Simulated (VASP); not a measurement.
# CdS (R3m) in VASP: notebook

Runs on CdS. Level: PBEsol. Tasks: single point.

All numbers are computed with VASP 6.6.1; they aren't measurements. Logs are shortened: lines on timing, memory, paths and dates and some standing lists are left out, and cuts for length are marked.

## Step 1: The structure

Symmetry: R3m, No. 160, trigonal system. Conventional cell: a = 4.157 Å, b = 4.157 Å, c = 9.977 Å, α = 90.00°, β = 90.00°, γ = 120.00°. Cd (site symmetry 3m) has 4 S at 2.49 to 2.54 Å as nearest neighbours. S (site symmetry 3m) has 4 Cd at 2.49 to 2.54 Å as nearest neighbours.

## Step 2: Single point, PBEsol

File INCAR:

```
SYSTEM = CdS
PREC = Accurate
ENCUT = 520
EDIFF = 1E-7
ISMEAR = 0
SIGMA = 0.02
LREAL = .FALSE.
LASPH = .TRUE.
NELM = 100
ALGO = Fast
ISIF = 2
LWAVE = .FALSE.
LCHARG = .FALSE.
GGA = PS
NBANDS = 16
ISYM = 0
```

File KPOINTS:

```
regular mesh
0
G
  9 9 10
  0 0 0
```

File POSCAR:

```
CdS
1.0
    4.1565024023      0.0000000000      0.0000000000
   -2.0782512012      3.5996366713      0.0000000000
    2.0782512012     -1.1998788904      3.3255762199
Cd S
1 1
Direct
    0.0000000000      0.0000000000      0.0000000000
    0.7500000000      0.2500000000      0.7500000000
```

Potentials or basis: VASP PAW PBE potentials, release 64 (Cd, S).

Started as:

```console
cat potpaw_PBE.64/Cd/POTCAR potpaw_PBE.64/S/POTCAR > POTCAR
mpirun -np 1 vasp_std > vasp.out
```

OUTCAR:

```text
SYSTEM = CdS
   PREC = Accurate
   ENCUT = 520
   EDIFF = 1E-7
   ISMEAR = 0
   LREAL = .FALSE.
   LASPH = .TRUE.
   NELM = 100
   ISIF = 2
   GGA = PS
   ISYM = 0

 ion  position               nearest neighbor table
   1  0.000  0.000  0.000-   2 2.49   2 2.54   2 2.54   2 2.54
   2  0.750  0.250  0.750-   1 2.49   1 2.54   1 2.54   1 2.54

IMPORTANT INFORMATION: All symmetrisations will be switched off!
NOSYMM: (Re-)initialisation of all symmetry stuff for point group C_1.

----------------------------------------------------------------------------------------

                                     Primitive cell

  volume of cell :      49.7569

  direct lattice vectors                    reciprocal lattice vectors
     4.156502402  0.000000000  0.000000000     0.240586893  0.138902908 -0.100233256
    -2.078251201  3.599636671  0.000000000     0.000000000  0.277805815  0.100233256
     2.078251201 -1.199878890  3.325576220     0.000000000  0.000000000  0.300699769

  length of vectors
     4.156502402  4.156502402  4.101011412     0.295335024  0.295335024  0.300699769

  position of ions in fractional coordinates (direct lattice)
     0.000000000  0.000000000  0.000000000
     0.750000000  0.250000000  0.750000000

  ion indices of the primitive-cell ions
   primitive index   ion index
                 1           1
                 2           2

----------------------------------------------------------------------------------------

 KPOINTS: regular mesh

Automatic generation of k-mesh.
 Grid dimensions read from file:
 generate k-points for:    9    9   10

 Generating k-lattice:

  Cartesian coordinates                     Fractional coordinates (reciprocal lattice)
     0.026731877  0.015433656 -0.011137028     0.111111111  0.000000000 -0.000000000
     0.000000000  0.030867313  0.011137028     0.000000000  0.111111111  0.000000000
     0.000000000  0.000000000  0.030069977     0.000000000  0.000000000  0.100000000

  Length of vectors
     0.032815003  0.032815003  0.030069977

  Shift w.r.t. Gamma in fractional coordinates (k-lattice)
     0.000000000  0.000000000  0.000000000

 -----------------------------------------------------------------------------
|                                                                             |
|           W    W    AA    RRRRR   N    N  II  N    N   GGGG   !!!           |
|           W    W   A  A   R    R  NN   N  II  NN   N  G    G  !!!           |
|           W    W  A    A  R    R  N N  N  II  N N  N  G       !!!           |
|           W WW W  AAAAAA  RRRRR   N  N N  II  N  N N  G  GGG   !            |
|           WW  WW  A    A  R   R   N   NN  II  N   NN  G    G                |
|           W    W  A    A  R    R  N    N  II  N    N   GGGG   !!!           |
|                                                                             |
|     Your reciprocal lattice and k-lattice belong to different lattice       |
|     classes:                                                                |
|                                                                             |
|        The reciprocal lattice is rhombohedral (trigonal),                   |
|        whereas your k-lattice is base-centered monoclinic.                  |
|                                                                             |
|     Results are often still useful ...                                      |
|                                                                             |
 -----------------------------------------------------------------------------

 WARNING: IBZKPT: internal override: KBLOWUP is changed to .FALSE.
      ... skipping the blow-up phase ...

 Subroutine IBZKPT returns following result:
 ===========================================

 Found    406 irreducible k-points:

 Following reciprocal coordinates:
            Coordinates               Weight
  0.000000  0.000000  0.000000      1.000000
  0.111111 -0.000000  0.000000      2.000000
  0.222222 -0.000000  0.000000      2.000000
  0.333333  0.000000 -0.000000      2.000000
  0.444444 -0.000000  0.000000      2.000000
  0.000000  0.111111  0.000000      2.000000
[... 16 lines left out ...]
 -0.111111  0.222222 -0.000000      2.000000
  0.000000  0.333333  0.000000      2.000000
 [... further k-points ...]
   k-points           NKPTS =    406   k-points in BZ     NKDIM =    406   number of bands    NBANDS=     16
   number of dos      NEDOS =    301   number of ions     NIONS =      2
   total plane-waves  NPLWV =  32768
   dimension x,y,z NGX =    32 NGY =   32 NGZ =   32
   dimension x,y,z NGXF=    64 NGYF=   64 NGZF=   64
   ions per type =               1   1
   NGX,Y,Z   is equivalent  to a cutoff of  12.80, 12.80, 12.97 a.u.
   NGXF,Y,Z  is equivalent  to a cutoff of  25.60, 25.60, 25.94 a.u.
 SYSTEM =  CdS
   PREC   = accura    normal or accurate (medium, high low for compatibility)
   ISTART =      0    job   : 0-new  1-cont  2-samecut
   ICHARG =      2    charge: 1-file 2-atom 10-const
   ISPIN  =      1    spin polarized calculation?
   LNONCOLLINEAR =      F non collinear calculations
   LSORBIT =      F    spin-orbit coupling
   LASPH  =      T    aspherical Exc in radial PAW
   ENCUT  =  520.0 eV  38.22 Ry    6.18 a.u.   7.73  7.73  7.63*2*pi/ulx,y,z
   NELM   =    100;   NELMIN=  2; NELMDL= -5     # of ELM steps
   EDIFF  = 0.1E-06   stopping-criterion for ELM
   LREAL  =      F    real-space projection
   EDIFFG = 0.1E-05   stopping-criterion for IOM
   NSW    =      0    number of steps for IOM
   IBRION =     -1    ionic relax: 0-MD 1-quasi-New 2-CG
   NFREE  =      0    steps in history (QN), initial steepest desc. (CG)
   ISIF   =      2    stress and relaxation
   ISYM   =      0    0-nonsym 1-usesym 2-fastsym
   POTIM  = 0.5000    time-step for ionic-motion
   TEBEG  =    0.0;   TEEND  =   0.0 temperature during run
   PSTRESS=    0.0 pullay stress
   NELECT =      18.0000    total number of electrons
   NUPDOWN=      -1.0000    fix difference up-down
   EMIN   =  10.00;   EMAX   =-10.00  energy-range for DOS
   EFERMI =   0.00;   METHOD = LEGACY
   ISMEAR =     0;   SIGMA  =   0.02  broadening in eV -4-tet -1-fermi 0-gaus
   EFERMI_NEDOS =   21; number of points for ismear=-14 and -15
   IALGO  =     68    algorithm
   IMIX   =      4    mixing-type and parameters
     AMIX     =   0.40;   BMIX     =  1.00
     AMIX_MAG =   1.60;   BMIX_MAG =  1.00
  volume/ion in A,a.u.               =      24.88       167.89
  Fermi-wavevector in a.u.,A,eV,Ry     =   1.166490  2.204347 18.513442  1.360700
  Thomas-Fermi vector in A             =   2.303003
   LORBIT       =      0    0 simple, 1 ext, 2 COOP (PROOUT), +10 PAW based schemes
   GGA     = PS    functional components
   LHFCALC =     F    Hartree Fock is set to
   AEXX    =    0.0000 exact exchange contribution
   IVDW    =     0    specifies the selected vdW correction
   LEPSILON=     F    determine dielectric tensor
   LRPA    =     F    only Hartree local field effects (RPA)
 non-spin polarized calculation
 RMM-DIIS sequential band-by-band and
 Gauss-broadening in eV      SIGMA  =   0.02
  energy-cutoff  :      520.00
  volume of cell :       49.76
 maximum number of plane-waves:      1356
   NGX = 15   NGY = 15   NGZ = 15

 number of electron      18.0000003 magnetization

 Free energy of the ion-electron system (eV)
  ---------------------------------------------------
  ext. energy  EPLUGINS =         0.00000000
  ---------------------------------------------------
  free energy    TOTEN  =        -6.80923042 eV

  energy without entropy =       -6.80923042  energy(sigma->0) =       -6.80923042

 E-fermi :   1.3356     XC(G=0):  -9.3647

 val. band max:        1.2238656758   @ k =   0.0000   0.0000   0.0000
 cond. band min:       2.1887941958   @ k =   0.0000   0.0000   0.0000
 fundamental gap:      0.9649285200
 Fermi energy:         1.3356100988

 k-point     1 :       0.0000    0.0000    0.0000
  band No.  band energies     occupation
      1     -11.1814      2.00000
      2      -6.5479      2.00000
      3      -6.5244      2.00000
      4      -6.5244      2.00000
      5      -6.0474      2.00000
      6      -6.0474      2.00000
[... 8 lines left out ...]
     15      12.6319      0.00000
     16      12.6319      0.00000

 k-point     2 :       0.1111   -0.0000    0.0000
  band No.  band energies     occupation
      1     -11.1315      2.00000
      2      -6.5287      2.00000
      3      -6.5074      2.00000
      4      -6.4847      2.00000
      5      -6.0485      2.00000
      6      -6.0479      2.00000
[... 8 lines left out ...]
     15      12.1192      0.00000
     16      12.9597      0.00000

 k-point     3 :       0.2222   -0.0000    0.0000
  band No.  band energies     occupation
      1     -11.0044      2.00000
      2      -6.4855      2.00000
      3      -6.4680      2.00000
      4      -6.3418      2.00000
      5      -6.0461      2.00000
      6      -6.0441      2.00000
[... 8 lines left out ...]
     15      11.7969      0.00000
     16      12.4873      0.00000

 k-point     4 :       0.3333    0.0000   -0.0000
  band No.  band energies     occupation
      1     -10.8591      2.00000
      2      -6.4451      2.00000
      3      -6.4318      2.00000
      4      -6.0659      2.00000
      5      -6.0321      2.00000
      6      -6.0271      2.00000
[... 8 lines left out ...]
     15      12.1322      0.00000
     16      12.3394      0.00000

 k-point     5 :       0.4444   -0.0000    0.0000
  band No.  band energies     occupation
      1     -10.7646      2.00000
      2      -6.4248      2.00000
      3      -6.4144      2.00000
      4      -6.0150      2.00000
      5      -6.0117      2.00000
      6      -5.7390      2.00000
[... 8 lines left out ...]
     15      13.2299      0.00000
     16      13.4571      0.00000

 k-point     6 :       0.0000    0.1111    0.0000
  band No.  band energies     occupation
      1     -11.1315      2.00000
      2      -6.5287      2.00000
      3      -6.5074      2.00000
      4      -6.4847      2.00000
      5      -6.0485      2.00000
      6      -6.0479      2.00000
[... 8 lines left out ...]
     15      12.1192      0.00000
     16      12.9597      0.00000

 k-point     7 :       0.1111    0.1111    0.0000
  band No.  band energies     occupation
      1     -11.0568      2.00000
      2      -6.5058      2.00000
      3      -6.4726      2.00000
      4      -6.4183      2.00000
      5      -6.0589      2.00000
      6      -6.0357      2.00000
[... 8 lines left out ...]
     15      12.0140      0.00000
     16      13.7945      0.00000

 k-point     8 :       0.2222    0.1111   -0.0000
  band No.  band energies     occupation
      1     -10.9241      2.00000
      2      -6.4608      2.00000
      3      -6.4312      2.00000
      4      -6.2416      2.00000
      5      -6.0596      2.00000
      6      -6.0138      2.00000
[... 8 lines left out ...]
     15      12.3429      0.00000
     16      13.3826      0.00000

 k-point     9 :       0.3333    0.1111   -0.0000
  band No.  band energies     occupation
      1     -10.7960      2.00000
      2      -6.4209      2.00000
      3      -6.4049      2.00000
      4      -6.0511      2.00000
      5      -6.0397      2.00000
      6      -5.8827      2.00000
[... 8 lines left out ...]
     15      12.6871      0.00000
     16      13.5299      0.00000
[... 172 lines left out ...]
 k-point    19 :       0.4444    0.2222   -0.0000
  band No.  band energies     occupation
      1     -10.6817      2.00000
      2      -6.3715      2.00000
      3      -6.3276      2.00000
      4      -6.0915      2.00000
      5      -6.0093      2.00000
      6      -5.5648      2.00000
[... 8 lines left out ...]
     15      13.2759      0.00000
     16      14.5016      0.00000

 k-point    20 :      -0.4444    0.2222    0.0000
  band No.  band energies     occupation
      1     -10.7269      2.00000
      2      -6.3701      2.00000
      3      -6.3287      2.00000
      4      -6.1540      2.00000
      5      -5.9923      2.00000
      6      -5.7811      2.00000
[... 8 lines left out ...]
     15      13.8020      0.00000
     16      14.7154      0.00000

 k-point    21 :      -0.3333    0.2222    0.0000
  band No.  band energies     occupation
      1     -10.8300      2.00000
      2      -6.3809      2.00000
      3      -6.3582      2.00000
      4      -6.2550      2.00000
      5      -6.0157      2.00000
      6      -5.9972      2.00000
[... 8 lines left out ...]
     15      13.1690      0.00000
     16      14.9981      0.00000

 k-point    22 :      -0.2222    0.2222    0.0000
  band No.  band energies     occupation
      1     -10.9430      2.00000
      2      -6.4171      2.00000
      3      -6.3916      2.00000
      4      -6.3909      2.00000
      5      -6.0755      2.00000
      6      -6.0114      2.00000
[... 8 lines left out ...]
     15      12.9396      0.00000
     16      15.3615      0.00000

 k-point    23 :      -0.1111    0.2222   -0.0000
  band No.  band energies     occupation
      1     -11.0120      2.00000
      2      -6.4740      2.00000
      3      -6.4580      2.00000
      4      -6.3861      2.00000
      5      -6.0671      2.00000
      6      -6.0271      2.00000
[... 8 lines left out ...]
     15      12.5418      0.00000
     16      13.6437      0.00000

 k-point    24 :       0.0000    0.3333    0.0000
  band No.  band energies     occupation
      1     -10.8591      2.00000
      2      -6.4451      2.00000
      3      -6.4318      2.00000
      4      -6.0659      2.00000
      5      -6.0321      2.00000
      6      -6.0271      2.00000
[... 8 lines left out ...]
     15      12.1322      0.00000
     16      12.3394      0.00000

 [... further k-points ...]

------------------------ aborting loop because EDIFF is reached ----------------------------------------

  FORCE on cell =-STRESS in cart. coord.  units (eV):
  Direction    XX          YY          ZZ          XY          YZ          ZX
  --------------------------------------------------------------------------------------
  -------------------------------------------------------------------------------------
  Total       -0.2343808     -0.2343840      0.4590213     -0.0000023     -0.0000201      0.0000351
  in kB       -7.5470811     -7.5471851     14.7805233     -0.0000747     -0.0006475      0.0011310
  external PRESSURE =      -0.1045809 kB  Pullay stress =       0.0000000 kB

 VOLUME and BASIS-vectors are now :
 -----------------------------------------------------------------------------
  energy-cutoff  :      520.00
  volume of cell :       49.76
      direct lattice vectors                 reciprocal lattice vectors
     4.156502402  0.000000000  0.000000000     0.240586893  0.138902908 -0.100233256
    -2.078251201  3.599636671  0.000000000     0.000000000  0.277805815  0.100233256
     2.078251201 -1.199878890  3.325576220     0.000000000  0.000000000  0.300699769

 POSITION                                       TOTAL-FORCE (eV/Angst)
 -----------------------------------------------------------------------------------
      0.00000      0.00000      0.00000         0.000012     -0.000007     -0.162721
      4.15650      0.00000      2.49418        -0.000012      0.000007      0.162721
 -----------------------------------------------------------------------------------
    total drift:                               -0.000001     -0.000000      0.000128

  FREE ENERGIE OF THE ION-ELECTRON SYSTEM (eV)
  ---------------------------------------------------
  free  energy   TOTEN  =        -6.8092304152 eV

  energy  without entropy=       -6.8092304152  energy(sigma->0) =       -6.80923042
```

It took 3.5 min on 1 thread of Intel Xeon Platinum 8488C (Sapphire Rapids), shared host; peak memory 0.42 GiB.

Results:

```
Free energy            : -6.8092 eV
Pressure               : 0.0 GPa
Largest force          : 0.163 eV/Å
Band gap on the k mesh : 0.96 eV, direct
```

Forces in eV/Å, atoms in the order of the input:
```
Cd   0.000  0.000 -0.163
S    0.000  0.000  0.163
```

Stress tensor (GPa, compression positive):
```
-0.75  0.00  0.00
 0.00 -0.75  0.00
 0.00  0.00  1.48
```

Caveat: the PAW data sets were made with another functional, which shifts forces and pressure a little.

## Step 3: Single point, PBEsol (band edges of the strained film's bulk)

File INCAR:

```
SYSTEM = CdS
  PREC = Accurate
  ENCUT = 520
  EDIFF = 1E-6
  ISMEAR = 0
  SIGMA = 0.02
  LREAL = .False.
  LASPH = .True.
  NELM = 100
  ALGO = Fast
  ISIF = 2
  LWAVE = .False.
  LCHARG = .False.
  GGA = PS
  NBANDS = 16
  ISYM = 0
```

File KPOINTS:

```
regular mesh
0
Gamma
  9 9 10
  0 0 0
```

File POSCAR:

```
CdS
1.0
    4.1565024023      0.0000000000     -0.0000047954
   -2.0782512012      3.5996366713      0.0000047954
    2.0782473644     -1.1998766753      3.3348114559
Cd S
1 1
Direct
    0.0012438629     -0.0012438629     -0.0037306483
    0.7487561371      0.2512438629      0.7537306483
```

Potentials or basis: VASP PAW PBE potentials, release 64 (Cd, S).

Started as:

```console
cat potpaw_PBE.64/Cd/POTCAR potpaw_PBE.64/S/POTCAR > POTCAR
mpirun -np 1 vasp_std > vasp.out
```

Wall time 1.9 min (1 thread of AMD EPYC 9R45 (Zen 5), shared host); peak memory 0.4 GiB.

The run converged. Its results:

```yaml
Free_energy: -6.8121 eV
Pressure: -0.2 GPa
Largest_force: 0.006 eV/Å
Band_gap_on_the_k_mesh: 0.95 eV, direct
```

Forces in eV/Å, atoms in the order of the input:
```
Cd   0.000  0.000 -0.006
S    0.000  0.000  0.006
```

Stress tensor (GPa, compression positive):
```
-0.54  0.00  0.00
 0.00 -0.54  0.00
 0.00  0.00  0.42
```

Levels at points of the mesh, in eV from the valence-band top:
```csv
k point,band 7,band 8,band 9,band 10,band 11,band 12
"(0.00, 0.00, 0.00)",-0.06,-0.06,0.00,0.95,6.34,6.34
"(0.00, 0.00, 0.50)",-4.44,-0.84,-0.84,2.74,6.77,6.77
```

Caveat: the PAW data sets were made with another functional, which shifts forces and pressure a little.
